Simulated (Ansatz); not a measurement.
## LiH (Fm-3m): phonons

Level of theory: PBEsol, PAW on Ansatz 0.2.0's default frozen-core files (fitted under PBE), scalar-relativistic.

The cell comes from a PAW relaxation under the same functional.

Launched as:

```sh
ansatz run input.yaml --threads 1 --pin off --max-ram 3072MiB --backend cpu --events-out ev --progress --plain --runs-dir out
```

Input:

```yaml
crystal:
  lattice:
    - [0.0, 1.99037248985, 1.99037248985]
    - [1.99037248985, 0.0, 1.99037248985]
    - [1.99037248985, 1.99037248985, 0.0]
  atoms:
    - { symbol: Li, position: [0.0, 0.0, 0.0] }
    - { symbol: H, position: [0.5, 0.5, 0.5] }
kpoints:
  mp_grid: { grid: [8, 8, 8] }
scf:
  occupations: { method: fixed }
hamiltonian:
  xc: pbesol
  pseudopotentials: { kind: paw }
phonons:
  method: dfpt
  dielectric: true
  rigid_motions: translations
```

Output (shortened where marked):

```
Warning: RAYON_NUM_THREADS=1 ignored (pool sized by the plan → 1); use --threads N
Engine: ansatz 0.2.0, x86_64-unknown-linux-gnu
Pseudopotentials: kind: paw
Pseudopotential: Li, paw, valence charge 3, recommended cutoff 420 eV (normal), Li.paw.azcp
Pseudopotential: H, paw, valence charge 1, recommended cutoff 420 eV (normal), H.paw.azcp
Functional definition: PBEsol
  exchange = pbesol_x
  correlation = pbesol_c
Crystal: 2 atoms, lattice volume = 15.770 Å³
Basis set: ecut = 420 eV, 331 PW (Γ), exchange–correlation on 40×40×40 points (8 copies of the dense FFT grid, shifted against one another)
Bands: 6, of which v1, the nominal top of the filled ones, is band 2 counted from 1 (1 counted from 0)
Symmetry: 48 space group operations
k-points: 59 of 512 (irreducible under 8 space group operations, time reversal used)
Non-local potential: Li, projectors of the file, l = 0: 3, l = 1: 2, l = 2: 1
Non-local potential: H, projectors of the file, l = 0: 2, l = 1: 1
PAW form: soft (Blöchl's): semilocal exchange-correlation on the pseudo side does not see the compensation charge
PAW one-centre angular grid: Li, 110 points (default); XC on 64 Gauss nodes
PAW one-centre angular grid: H, 110 points (default); XC on 64 Gauss nodes
Initial density: superposition of atomic densities (neutral atoms: chi_scale 0, normalization atom), corrected by the library's trained network
Initial wavefunctions: pseudopotential atomic-orbital guess
Functional: x = pbesol(κ = 0.804, μ = 0.12345679012345678), c = pbesol(β = 0.046)
SCF iter   1: F=—  HF=-219.505889 eV  |F-HF|=—  |Δ(HF+E_count)|=         —  Δρ=7.66e-3  dr2=6.19e-3  ethr=1.77e-3  ⟨swp⟩=3.5  Hψ=2432  notcnv=0  defer=100
preconditioner: auto → none  [insulator: Δε(μ)=2.643 eV  Ē_g=14.169 eV  n_scr=0 (ndim 8)  ℏωp=13.2 eV  f_vac=0.000  ε∞_Penn≈1.9]
SCF iter   2: F=—  HF=-219.503395 eV  |F-HF|=—  |Δ(HF+E_count)|=   2.49e-3  Δρ=2.87e-3  dr2=8.38e-4  ethr=1.55e-4  ⟨swp⟩=1.2  Hψ=837  notcnv=0  defer=88
[... 26 lines left out ...]
Fermi energy:    0.912299 eV
--- Per-component energies (eV) ---
  E_band       = -88.573997
  E_kinetic    = 35.773010
  E_local      = -123.262243  (includes V_loc(G=0)·N_el)
  E_nonlocal   = -31.716408
  E_hartree    = 34.376761
  E_xc         = -19.844205
  E_vxc        = -25.813197  (∫ρ·V_xc dr)
  E_paw        = -20.078411  (= ΣΔE_a)
  E_vpaw       = -12.307575  (= ΣTr[D̂ρ^β])
  E_aug_tail   = -0.001107  (compensation charges beyond the density's cutoff)
  E_ewald      = -94.750416
  E_smearing   = -0.000000  (= −TS)
  E_closure    = -0.000000  (closes the sum)
  Σ components = -219.503019   (vs F -219.503019, Δ=0.00e0)
  k mesh reduced under 8 symmetry operations, with k and −k counted as one. Each operation leaves every solved perturbation unchanged. A smaller set is not considered because the run solves the response to a homogeneous field
  ASR residual: 4.026e-5 → 0.000e0 eV/Å²; symmetrization residual: 1.019e-7 eV/Å²
  ASR residual per site (eV/Å²): 3.67e-6 4.03e-5
  Γ frequencies (cm⁻¹): 0.00 0.00 0.00 619.83 619.83 619.83
  ε∞ (high-frequency dielectric tensor):
        4.692015     0.000000    -0.000000
        0.000000     4.692015     0.000000
       -0.000000     0.000000     4.692015
  ε⁰ (static dielectric tensor: ions relaxed, cell fixed):
       14.234407    -0.000000     0.000000
       -0.000000    14.234407     0.000000
        0.000000     0.000000    14.234407
  ε⁰ − ε∞ (ionic part):
        9.542392    -0.000000     0.000000
       -0.000000     9.542392     0.000000
        0.000000     0.000000     9.542392
  softest optical mode at Γ: 619.83 cm⁻¹; the repairs (sum rule, projections) moved no ω² at Γ by more than (3.32 cm⁻¹)²
  Born effective charges Z* (e; rows j = field, columns β = displacement):
    site 0:
         1.01692    0.00000    0.00000
        -0.00000    1.01692    0.00000
         0.00000   -0.00000    1.01692
    site 1:
        -1.01692   -0.00000   -0.00000
         0.00000   -1.01692   -0.00000
        -0.00000    0.00000   -1.01692
  Z* charge neutrality: 5.429e-4 e pre-enforcement
  solved inside a basis spanned on kpoints, on 12×12×12 k-points, its susceptibility summed on 14×14×14: ε∞ is read to err by 2.2e-2, Z* by 8.6e-3 e (field_mesh: kpoints solves on kpoints); Z* is corrected for what the basis lacks
  optical modes at Γ without the LO–TO term, one row a degenerate level:
      ω (cm⁻¹)  modes    IR ((D/Å)²/amu)
        619.83      3            81.3203
  optical modes at Γ + LO–TO along q̂ = [1.0000, 0.0000, 0.0000]:
      ω (cm⁻¹)  modes    IR ((D/Å)²/amu)
        619.83      2            54.2136
       1079.60      1            27.1068
  optical modes at Γ + LO–TO along q̂ = [0.0000, 1.0000, 0.0000]:
      ω (cm⁻¹)  modes    IR ((D/Å)²/amu)
        619.83      2            54.2136
       1079.60      1            27.1068
  optical modes at Γ + LO–TO along q̂ = [0.0000, 0.0000, 1.0000]:
      ω (cm⁻¹)  modes    IR ((D/Å)²/amu)
        619.83      2            54.2136
       1079.60      1            27.1068
```

The calculation finished and met its thresholds.

**Field response**

Linear response of an insulating crystal by Kohn-Sham DFT to a field and to zone-centre displacements, local fields included; Born charges neutralised; LO modes for wave vectors along x and z; Cartesian axes as in the input.

```
Dielectric electronic (x, y, z)   : 4.692, 4.692, 4.692
Dielectric static (x, y, z)       : 14.23, 14.23, 14.23
Highest phonon with field along x : 1080 cm⁻¹
Highest phonon with field along z : 1080 cm⁻¹
Highest phonon without field      : 619.8 cm⁻¹
```

```
atom  born charge xx (e)  born charge yy (e)  born charge zz (e)
 Li1               1.017               1.017               1.017
  H2              -1.017              -1.017              -1.017
```

Zone-centre phonons:

Harmonic phonons of a crystal by Kohn-Sham DFT at the given cell, standard atomic masses, acoustic sum rule imposed; negative wavenumbers are unstable modes; optical zone-centre levels upwards with Mulliken labels, activity, and the element with most of the kinetic energy.

| Quantity | Value |
| --- | --- |
| Point group | m-3m |

```
number  phonon wavenumber (cm⁻¹)  label  infrared  raman  lead element
     1                     619.8    T1u       yes     no             H
```

Known limits: frozen-core PAW files fitted under PBE, their cores solved anew for the functional of the run; zone-boundary modes aren't tested; field response not resolved by the mesh; no LO-TO term at the zone centre.

Time and hardware: 8.6 s on 1 thread of Intel(R) Xeon(R) Platinum 8259CL CPU @ 2.50GHz (Skylake/Cascade Lake), with other jobs on the host, peak memory 0.44 GiB.
